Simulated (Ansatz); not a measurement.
# 4-layer 2H-WS2 (2H stacking) in a perpendicular field

What dipole does a perpendicular field induce in the 4-layer 2H-WS2 (2H stacking), and does the gap follow? A positive field points along +c.

Calculated with Ansatz 0.2.0; plane-wave DFT, PBE-D3(BJ), Ansatz PAW (set soft_1); PAW set soft_1.

## (1) Set-up

The cell holds 12 atoms: 8 S and 4 W. Its edges and angles: a = 3.180 Å, b = 3.180 Å, c = 76.802 Å, α = 90.0°, β = 90.0°, γ = 120.0°. Regions: layer 1: 2H-WS2, 3 atoms (2 S and 1 W); layer 2: 2H-WS2, 3 atoms (2 S and 1 W); layer 3: 2H-WS2, 3 atoms (2 S and 1 W); layer 4: 2H-WS2, 3 atoms (2 S and 1 W). Vacuum lies along c.

## (2) Relaxing the slab

The starting cell is a guess, so the in-plane lattice and the atoms are relaxed first, with the slab cut off from its images along the normal.

input.yaml reads:

```yaml
crystal:
  lattice:
    - [3.18, 0.0, 0.0]
    - [-1.59, 2.753960784, 0.0]
    - [0.0, 0.0, 76.8024809334]
  atoms:
    - { symbol: S, position: [0.3333333333, 0.6666666667, 0.3509001229] }
    - { symbol: W, position: [0.0, 0.0, 0.3735271279] }
    - { symbol: S, position: [0.3333333333, 0.6666666667, 0.3961541328] }
    - { symbol: S, position: [0.0, 0.0, 0.435215371] }
    - { symbol: W, position: [0.3333333333, 0.6666666667, 0.457842376] }
    - { symbol: S, position: [0.0, 0.0, 0.4804693809] }
    - { symbol: S, position: [0.3333333333, 0.6666666667, 0.5195306191] }
    - { symbol: W, position: [0.0, 0.0, 0.542157624] }
    - { symbol: S, position: [0.3333333333, 0.6666666667, 0.564784629] }
    - { symbol: S, position: [0.0, 0.0, 0.6038458672] }
    - { symbol: W, position: [0.3333333333, 0.6666666667, 0.6264728721] }
    - { symbol: S, position: [0.0, 0.0, 0.6490998771] }
  periodic: [true, true, false]
kpoints:
  mp_grid: { grid: [12, 12, 1] }
hamiltonian:
  xc: pbe
  dispersion: d3bj
  pseudopotentials: { kind: paw, azcp: { folder: soft_1 } }
scf:
  occupations: { method: fermi_dirac, width: 0.05 }
  convergence: { dr2_threshold: 1.0e-09 }
relax:
  f_tol: 0.004
  max_steps: 90
  cell: {}
output:
  write_potential: true
  write_density: true
  volumetric_format: npy
```

On the command line:

```bash
ansatz run input.yaml --threads 4 --pin off --max-ram 8192MiB --backend cpu --events-out ev --progress --plain --runs-dir out
```

Numbers of over 12 decimals in the logs are rounded to 6 here.

Output:

```text
Warning: relax.cell: scf.convergence.dr2_threshold = 1e-9 eV is looser than the 1.10847002551e-10 eV advised for a relaxation that steers and ends on the stress (1e-10 eV for each atom of the cell: 12, times the square of relax.cell.stress_2d_tol = 0.05 N/m over 32.9 Å (the atoms' height at the walk's start and 5 Å past either face), 1.520e-2 GPa, over a crystal's default 0.05). What an SCF threshold leaves in a stress goes as its square root, and in the free energy as the threshold itself, and one threshold admits the most on a small cell: [figures from the program's tests cut] Set scf.convergence.dr2_threshold to 1.10847002551e-10 eV or tighter. [rest of the remark cut]
Engine: ansatz 0.2.0, x86_64-unknown-linux-gnu
Pseudopotentials: kind: paw
Pseudopotential: S, paw, valence charge 6, recommended cutoff 420 eV (normal), soft_1/S.paw.azcp
Pseudopotential: W, paw, valence charge 14, recommended cutoff 420 eV (normal), soft_1/W.paw.azcp
Functional definition: PBE
  parameter kappa = 0.804
  parameter beta = 0.066725
  exchange = pbe_x(kappa = kappa, mu = beta*pi^2/3)
  correlation = pbe_c(beta = beta)
Crystal: 12 atoms, lattice volume = 672.605 Å³
Basis set: ecut = 420 eV, 13229 PW (Γ), exchange–correlation on 48×48×1080 points (8 copies of the dense FFT grid, shifted against one another)
Bands: 64, of which v1, the nominal top of the filled ones, is band 52 counted from 1 (51 counted from 0)
Symmetry: 12 space group operations
Space group: P-3m1 (ITA 164), of the structure as read, at distance tolerance 8.8e-5 Å
k-points: 19 of 144
Non-local potential: S, projectors of the file, l = 0: 2, l = 1: 2, l = 2: 1
Non-local potential: W, projectors of the file, l = 0: 3, l = 1: 2, l = 2: 2, l = 3: 1
PAW form: soft (Blöchl's): semilocal exchange-correlation on the pseudo side does not see the compensation charge
PAW one-centre angular grid: S, 110 points (default); XC on 64 Gauss nodes
PAW one-centre angular grid: W, 590 points (default); XC on 64 Gauss nodes
Initial density: superposition of atomic densities (neutral atoms: chi_scale 0, normalization atom)
Initial wavefunctions: pseudopotential atomic-orbital guess
Functional: x = pbe(κ = 0.804, μ = 0.219515), c = pbe(β = 0.066725)
SCF iter   1: F=—  HF=-48774.334279 eV  |F-HF|=—  |Δ(HF+E_count)|=         —  Δρ=2.69e-2  dr2=6.15e0  ethr=3.10e-3  ⟨swp⟩=11.7  Hψ=8287  notcnv=0
preconditioner: auto → Resta (q_TF=auto, 1.999 Å⁻¹)  ε∞=3.3  [insulator: Δε(μ)=1.039 eV  Ē_g=8.098 eV  σ=0.050 eV  W_gap=1.00  n_scr=48 (ndim 8)  ℏωp=12.1 eV  f_vac=0.653  D(μ)=0.00/eV (n_scr^D=0)  ε∞_Penn≈3.3  vacuum switching on, ρ_ref=4.8e-3 e/Å³]
SCF iter   2: F=—  HF=-48773.095172 eV  |F-HF|=—  |Δ(HF+E_count)|=    1.24e0  Δρ=1.22e-2  dr2=2.96e0  ethr=3.10e-3  ⟨swp⟩=4.8  Hψ=3208  notcnv=0  defer=82
SCF iter   3: F=—  HF=-48772.769796 eV  |F-HF|=—  |Δ(HF+E_count)|=   3.25e-1  Δρ=8.72e-3  dr2=6.65e-1  ethr=2.84e-3  ⟨swp⟩=3.5  Hψ=1985  notcnv=0  defer=82
SCF iter   4: F=—  HF=-48772.678951 eV  |F-HF|=—  |Δ(HF+E_count)|=   9.08e-2  Δρ=3.31e-3  dr2=8.46e-2  ethr=6.40e-4  ⟨swp⟩=3.6  Hψ=2239  notcnv=0  defer=76
SCF iter   5: F=—  HF=-48772.671322 eV  |F-HF|=—  |Δ(HF+E_count)|=   7.63e-3  Δρ=5.10e-4  dr2=3.20e-3  ethr=8.14e-5  ⟨swp⟩=3.3  Hψ=2650  notcnv=0  defer=76
SCF iter   6: F=—  HF=-48772.672469 eV  |F-HF|=—  |Δ(HF+E_count)|=   1.15e-3  Δρ=3.49e-4  dr2=4.44e-3  ethr=3.08e-6  ⟨swp⟩=3.3  Hψ=2610  notcnv=0  defer=76
SCF iter   7: F=—  HF=-48772.672198 eV  |F-HF|=—  |Δ(HF+E_count)|=   2.71e-4  Δρ=1.12e-4  dr2=1.91e-4  ethr=3.08e-6  ⟨swp⟩=2.5  Hψ=1620  notcnv=0  defer=76
SCF iter   8: F=—  HF=-48772.672273 eV  |F-HF|=—  |Δ(HF+E_count)|=   7.54e-5  Δρ=1.28e-4  dr2=4.87e-4  ethr=1.83e-7  ⟨swp⟩=3.1  Hψ=2582  notcnv=0  defer=76
SCF iter   9: F=—  HF=-48772.672229 eV  |F-HF|=—  |Δ(HF+E_count)|=   4.38e-5  Δρ=3.25e-5  dr2=1.20e-5  ethr=1.83e-7  ⟨swp⟩=2.8  Hψ=1922  notcnv=0  defer=76
SCF iter  10: F=—  HF=-48772.672241 eV  |F-HF|=—  |Δ(HF+E_count)|=   1.18e-5  Δρ=1.75e-5  dr2=1.96e-5  ethr=1.16e-8  ⟨swp⟩=3.3  Hψ=2730  notcnv=0  defer=76
SCF iter  11: F=—  HF=-48772.672231 eV  |F-HF|=—  |Δ(HF+E_count)|=   1.06e-5  Δρ=8.76e-6  dr2=3.96e-6  ethr=1.16e-8  ⟨swp⟩=2.5  Hψ=1766  notcnv=0  defer=76
SCF iter  12: F=—  HF=-48772.672202 eV  |F-HF|=—  |Δ(HF+E_count)|=   2.88e-5  Δρ=3.47e-6  dr2=4.84e-7  ethr=3.81e-9  ⟨swp⟩=2.1  Hψ=1514  notcnv=0  defer=76
SCF iter  13: F=—  HF=-48772.672202 eV  |F-HF|=—  |Δ(HF+E_count)|=   2.18e-8  Δρ=1.10e-6  dr2=4.27e-8  ethr=4.65e-10  ⟨swp⟩=3.2  Hψ=2444  notcnv=0  defer=76
SCF iter  14: F=—  HF=-48772.672202 eV  |F-HF|=—  |Δ(HF+E_count)|=   1.99e-9  Δρ=6.11e-7  dr2=1.15e-8  ethr=4.11e-11  ⟨swp⟩=2.9  Hψ=2079  notcnv=0  defer=76
SCF iter  15: F=—  HF=-48772.672202 eV  |F-HF|=—  |Δ(HF+E_count)|=  8.00e-11  Δρ=4.17e-7  dr2=5.22e-9  ethr=1.10e-11  ⟨swp⟩=3.5  Hψ=2619  notcnv=0  defer=76
SCF iter  16: F=-48772.672202 eV  HF=-48772.672202 eV  |F-HF|=1.26e-9  |Δ(HF+E_count)|=  8.08e-10  Δρ=1.54e-7  dr2=6.19e-10  ethr=1.00e-12  ⟨swp⟩=10.7  Hψ=10298  notcnv=0
SCF 1 converged in 16 iterations: F = -48772.672202 eV  dr2 = 6.19e-10
  greatest PAW one-centre occupation: 0.999 electrons in one spin orbital (limit 2), on the W atom at site 10 (counted from 0), in its partial waves of l = 0
relax step   1: F+E_penalty+E_count = -48772.67220172 eV  Δ(F+E_penalty+E_count) = +0.000e0 eV  max|allowed force component| = 2.684e0 eV/Å  Δτ_max = 0.0000 Å  P = -26.206 N/m  Ω = 672.605 Å³  fix = [c, alpha, beta]  reactions: c -0.000 N/m  (16 SCF iters, accepted)
Crystal: 12 atoms, lattice volume = 662.846 Å³
Basis set: ecut = 420 eV, 12785 PW (Γ), exchange–correlation on 48×48×1080 points (8 copies of the dense FFT grid, shifted against one another)
Initial density: handed on by an earlier stage of this run
Initial wavefunctions: those handed on with the density
iter 1 solved again at ethr=1.01e-3 eV; its pass at ethr=3.10e-3 eV (dr2=1.05e0 eV) is discarded
SCF iter   1: F=—  HF=-48774.746518 eV  |F-HF|=—  |Δ(HF+E_count)|=         —  Δρ=9.72e-3  dr2=1.10e0  ethr=1.01e-3  ⟨swp⟩=2.0  Hψ=9514  notcnv=0
preconditioner: auto → Resta (q_TF=auto, 2.004 Å⁻¹)  ε∞=3.1  [insulator: Δε(μ)=1.262 eV  Ē_g=8.441 eV  σ=0.050 eV  W_gap=1.00  n_scr=48 (ndim 8)  ℏωp=12.2 eV  f_vac=0.661  D(μ)=0.00/eV (n_scr^D=0)  ε∞_Penn≈3.1  vacuum switching on, ρ_ref=5.2e-3 e/Å³]
SCF iter   2: F=—  HF=-48774.578280 eV  |F-HF|=—  |Δ(HF+E_count)|=   1.68e-1  Δρ=4.79e-3  dr2=2.43e-1  ethr=1.01e-3  ⟨swp⟩=4.6  Hψ=2495  notcnv=0  defer=5
SCF iter   3: F=—  HF=-48774.537975 eV  |F-HF|=—  |Δ(HF+E_count)|=   4.03e-2  Δρ=2.50e-3  dr2=3.32e-2  ethr=2.33e-4  ⟨swp⟩=3.9  Hψ=2453  notcnv=0  defer=58
[...]
relax step   6: F+E_penalty+E_count = -48774.70342325 eV  Δ(F+E_penalty+E_count) = -4.317e-3 eV  max|allowed force component| = 6.582e-2 eV/Å  Δτ_max = 0.1302 Å  P = +0.083 N/m  Ω = 661.957 Å³  energy of the carried Pulay correction = +8.533e-4 eV  fix = [c, alpha, beta]  reactions: c +0.000 N/m  (13 SCF iters, accepted)
[...]
relax step   7: F+E_penalty+E_count = -48774.70861638 eV  Δ(F+E_penalty+E_count) = -5.193e-3 eV  max|allowed force component| = 7.745e-3 eV/Å  Δτ_max = 0.0434 Å  P = +0.008 N/m  Ω = 662.442 Å³  energy of the carried Pulay correction = +8.141e-4 eV  fix = [c, alpha, beta]  reactions: c +0.000 N/m  (12 SCF iters, accepted)
[...]
relax step   8: F+E_penalty+E_count = -48774.70876545 eV  Δ(F+E_penalty+E_count) = -1.491e-4 eV  max|allowed force component| = 4.154e-3 eV/Å  Δτ_max = 0.0276 Å  P = +0.009 N/m  Ω = 662.286 Å³  energy of the carried Pulay correction = +8.268e-4 eV  fix = [c, alpha, beta]  reactions: c +0.000 N/m  (11 SCF iters, accepted)
[...]
relax step   9: F+E_penalty+E_count = -48774.70879766 eV  Δ(F+E_penalty+E_count) = -3.221e-5 eV  max|allowed force component| = 1.496e-3 eV/Å  Δτ_max = 0.0063 Å  P = +0.018 N/m  Ω = 662.268 Å³  energy of the carried Pulay correction = +8.282e-4 eV  fix = [c, alpha, beta]  reactions: c +0.000 N/m  (9 SCF iters, accepted)
Initial wavefunctions: pseudopotential atomic-orbital guess (no wavefunctions were taken with the density)
iter 1 solved again at ethr=7.09e-7 eV; its pass at ethr=3.10e-3 eV (dr2=7.38e-4 eV) is discarded
SCF iter   1: F=—  HF=-48774.707834 eV  |F-HF|=—  |Δ(HF+E_count)|=         —  Δρ=1.53e-5  dr2=2.73e-7  ethr=7.09e-7  ⟨swp⟩=6.5  Hψ=14576  notcnv=0
eigensolver tolerance schedule: the retry pair's looser diagonalisation over-reported the residual by 2701.46 of it (diagonalisation noise at 1.62 of the residual, at the tolerance the schedule requests for it); recorded, not acted on — ethr = c·dr2/N_el stays at c = 1.0e-1
SCF iter   2: F=—  HF=-48774.707822 eV  |F-HF|=—  |Δ(HF+E_count)|=   1.19e-5  Δρ=7.90e-6  dr2=1.04e-7  ethr=2.63e-10  ⟨swp⟩=6.1  Hψ=4858  notcnv=0
SCF iter   3: F=—  HF=-48774.707822 eV  |F-HF|=—  |Δ(HF+E_count)|=   6.64e-8  Δρ=3.54e-6  dr2=2.61e-8  ethr=1.00e-10  ⟨swp⟩=3.4  Hψ=2558  notcnv=0
SCF iter   4: F=—  HF=-48774.707822 eV  |F-HF|=—  |Δ(HF+E_count)|=   1.69e-8  Δρ=8.65e-7  dr2=6.67e-9  ethr=2.51e-11  ⟨swp⟩=3.1  Hψ=2489  notcnv=0
SCF iter   5: F=-48774.707822 eV  HF=-48774.707822 eV  |F-HF|=3.42e-10  |Δ(HF+E_count)|=  5.89e-10  Δρ=2.54e-7  dr2=6.60e-10  ethr=1.00e-12  ⟨swp⟩=16.6  Hψ=12716  notcnv=0
SCF 10 converged in 5 iterations: F = -48774.707822 eV  dr2 = 6.60e-10
relax step  10: F+E_penalty+E_count = -48774.70782173 eV  Δ(F+E_penalty+E_count) = +9.759e-4 eV  max|allowed force component| = 1.386e-3 eV/Å  Δτ_max = 0.0000 Å  P = +0.031 N/m  Ω = 662.268 Å³  fix = [c, alpha, beta]  reactions: c +0.000 N/m  stress off target by 3.11e-2 N/m on what of the cell is left free  SCF on the basis re-selected at this cell (its energy is not comparable with the rows above)  (5 SCF iters)
basis re-selected at this cell: Δ(F+E_penalty+E_count) = +9.759e-4 eV, ΔP = +0.014 N/m vs the last step (what re-selecting the basis moved, of the pressure what is left beyond the Pulay correction that the steps carried, after the strain that the cell walked since its last selection, with what the two solves' SCF thresholds leave and, on support functions, any second-order correction that the steps lacked; it is no m [...]
WARN: The output density's exchange-correlation potential varies sharply where the density is thin. Do not read a vacuum level from v_tot or v_xc, or from such a field of the output density. On a cell that repeats whose density bears no net charge and no dipole along the vacuum's axis use v_es (v_loc + v_h of the components); under efield.dipole_correction with no amplitude use v_es + v_field, which holds any externa [...]
SCF converged after 5 iterations
Free energy (F): -48774.707822 eV
Harris-Foulkes:  -48774.707822 eV  (|F-HF|=3.42e-10)
Internal energy: -48774.707820 eV  (E = F + TS)
E sigma→0 (E₀):  -48774.707821 eV
Entropy (-TS):   -0.000001 eV (-0.000 meV/atom)
Fermi energy:    -4.607911 eV
--- Per-component energies (eV) ---
  E_band       = -2490.746280
  E_kinetic    = 2539.710260
  E_local      = -1282406.362860  (includes V_loc(G=0)·N_el)
  E_nonlocal   = 175.494817
  E_hartree    = 639758.494167
  E_xc         = -1784.983789
  E_vxc        = -1591.392825  (∫ρ·V_xc dr)
  E_paw        = -39178.911763  (= ΣΔE_a)
  E_vpaw       = -725.180169  (= ΣTr[D̂ρ^β])
  E_aug_tail   = 0.000617  (compensation charges beyond the density's cutoff)
  E_ewald      = 632126.672723
  E_disp       = -4.821993  (pairwise vdW)
  E_smearing   = -0.000001  (= −TS)
  E_closure    = -0.000000  (closes the sum)
  Σ components = -48774.707822   (vs F -48774.707822, Δ=0.00e0)
--- Forces (eV/Å), atoms counted from 1 ---
  atom   1  S      0.00000000     0.00000000     0.00056706
  atom   2  W     -0.00000000    -0.00000000     0.00003230
  atom   3  S      0.00000000     0.00000000    -0.00055460
  atom   4  S     -0.00000000    -0.00000000     0.00102675
  atom   5  W      0.00000000     0.00000000     0.00002917
  atom   6  S     -0.00000000    -0.00000000    -0.00138590
  atom   7  S      0.00000000     0.00000000     0.00138590
  atom   8  W     -0.00000000    -0.00000000    -0.00002917
  atom   9  S      0.00000000     0.00000000    -0.00102675
  atom  10  S     -0.00000000    -0.00000000     0.00055460
  atom  11  W      0.00000000     0.00000000    -0.00003230
  atom  12  S     -0.00000000     0.00000000    -0.00056706
  max |Σ_I F_I| component: 4.63e-18 eV/Å
--- 2D stress c σ (N/m, compression-positive) ---
        0.031061       0.000000       0.000000
        0.000000       0.031061       0.000000
        0.000000       0.000000       0.000000
  P = ½ c Tr σ = 0.0311 N/m
--- Band table (eV; the first three rows and the last of 19) ---
  k-point 0: bands = [... 48 lower, -6.1500, -5.6594, -5.2941, -5.0835, -2.7773, -2.7773, -2.7770, -2.7770, ... 8 higher]
  k-point 1: bands = [... 48 lower, -6.1495, -5.7334, -5.4543, -5.3077, -2.8930, -2.8831, -2.8638, -2.8553, ... 8 higher]
  k-point 2: bands = [... 48 lower, -6.2550, -6.0623, -5.9561, -5.9205, -3.4631, -3.3429, -3.1607, -3.0763, ... 8 higher]
  k-point 18: bands = [... 48 lower, -5.8063, -5.7442, -5.6687, -5.6105, -3.7636, -3.7636, -3.7505, -3.7505, ... 8 higher]
  the weakly bound empty levels are not read free of the cell's end (no_gap_told)
--- Relaxed structure (9 steps of the walk, 9 accepted, 1 SCFs on fresh bases) ---
  F+E_penalty+E_count = -48774.70782173 eV   max|allowed force component| = 1.386e-3 eV/Å   (the final SCF, on the basis selected at the relaxed cell)
  cell:  # Å, volume = 662.2681 Å³
    - [3.155469, 0.0, 0]
    - [-1.577735, 2.732717, 0]
    - [0, 0, 76.8024809334]
  atoms:
    - { symbol: S, position: [0.333333, 0.666667, 0.360794] }
    - { symbol: W, position: [3.3402330655945365e-17, -5.088522196306339e-17, 0.381327] }
    - { symbol: S, position: [0.333333, 0.666667, 0.401836] }
    - { symbol: S, position: [2.3972482469267293e-17, -5.08852219630634e-17, 0.439970] }
    - { symbol: W, position: [0.333333, 0.666667, 0.460470] }
    - { symbol: S, position: [1.0800050057745199e-17, -5.08852219630634e-17, 0.480969] }
    - { symbol: S, position: [0.333333, 0.666667, 0.519031] }
    - { symbol: W, position: [1.1164994365100258e-18, -5.088522196306338e-17, 0.539530] }
    - { symbol: S, position: [0.333333, 0.666667, 0.560030] }
    - { symbol: S, position: [-8.339478407138308e-18, -5.08852219630634e-17, 0.598164] }
    - { symbol: W, position: [0.333333, 0.666667, 0.618673] }
    - { symbol: S, position: [-2.1380553378897897e-17, -5.088522196306342e-17, 0.639206] }
```

Elapsed: 2.4 min, on 4 threads of Intel Xeon Platinum 8488C (Sapphire Rapids), shared host; peak memory 1.8 GiB; 9.1 min of CPU time.

The steps of the relaxation:

```csv
step,energy less that of the first step (eV),largest force component (eV/Å),volume (Å³)
1,0.0000,2.6842,672.61
2,-1.8615,0.6995,662.85
3,-1.9758,0.1714,660.55
4,-2.0123,0.0732,661.38
5,-2.0269,0.0881,662.06
6,-2.0312,0.0658,661.96
7,-2.0364,0.0077,662.44
8,-2.0366,0.0042,662.29
9,-2.0366,0.0015,662.27
10*,-2.0356,0.0014,662.27
```

Relaxation steps marked * repeat the geometry before them on a plane-wave basis chosen anew for their cell, so energy and pressure can jump there.

Forces are held to the 12 operations that the run works with; a distortion that breaks them can't arise in this run.

| cell as run | before | after | change |
| --- | --- | --- | --- |
| a (Å) | 3.180 | 3.155 | -0.8 % |
| b (Å) | 3.180 | 3.155 | -0.8 % |

The atoms that moved most (Å, along periodic axes as changes of fractional coordinates times the final cell, across vacuum about the mean position):

| atom | dx | dy | dz | length |
| --- | --- | --- | --- | --- |
| S12 | 0.000 | 0.000 | -0.760 | 0.760 |
| S1 | 0.000 | 0.000 | 0.760 | 0.760 |
| W11 | 0.000 | 0.000 | -0.599 | 0.599 |
| W2 | 0.000 | 0.000 | 0.599 | 0.599 |
| S3 | 0.000 | 0.000 | 0.436 | 0.436 |
| S10 | 0.000 | 0.000 | -0.436 | 0.436 |
| S4 | 0.000 | 0.000 | 0.365 | 0.365 |
| S9 | 0.000 | 0.000 | -0.365 | 0.365 |

The lattice constant a goes from 3.180 to 3.155 Å.

(Continued in part 2 of 2.)

[Logs are printed without paths, hosts, clocks, repeated set-up lines and the standing remarks that a program may print on its own settings, such as how far it seeks lower states.]

[Hosts, paths, dates, database ids (printed as entryN), source tags and the programs' standing remarks are cut or masked in the printed files.]

[Maps of the electrostatic potential energy from Ansatz leave out the sawtooth potential of an applied field or a dipole correction, so their vacuum need not be flat; planar profiles and work functions include it.]
